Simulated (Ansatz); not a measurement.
Input of an Ansatz 0.2.0 run:

input.yaml

```yaml
crystal:
  lattice:
    - [1.4430568479, 0.8331492596, 4.2561707609]
    - [-1.4430568479, 0.8331492596, 4.2561707609]
    - [0.0, -1.6662985192, 4.2561707609]
  atoms:
    - { symbol: Au, position: [0.0, 0.0, 0.0] }
    - { symbol: Cu, position: [0.5, 0.5, 0.5] }
kpoints:
  mp_grid: { grid: [11, 11, 11] }
  band_path:
    path:
      - [0.0, 0.0, 0.0]
      - [0.5, 0.0, 0.0]
      - [0.5, 0.1922122767, -0.1922122767]
    npoints: 10
scf:
  occupations: { method: fermi_dirac, width: 0.05 }
hamiltonian:
  xc: pbesol
  pseudopotentials: { kind: all_electron, lapw: { basis_error: 0.001 } }
output:
  forces: true
  stress: true
  eigenvalues: true
```

Potentials or basis: all-electron LAPW, scalar-relativistic.

Run with:

```console
$ ansatz run input.yaml --threads 1 --pin off --max-ram 3072MiB --backend cpu --events-out ev --progress --plain --runs-dir out
```

(1) What does it give for the band gap along the path?

(2) Predict the pressure.

## Answers

(1) none (metal or under the smearing width).

(2) -8.1 GPa.

Caveat: spin-orbit coupling is left out, which moves the levels of the heavy elements.
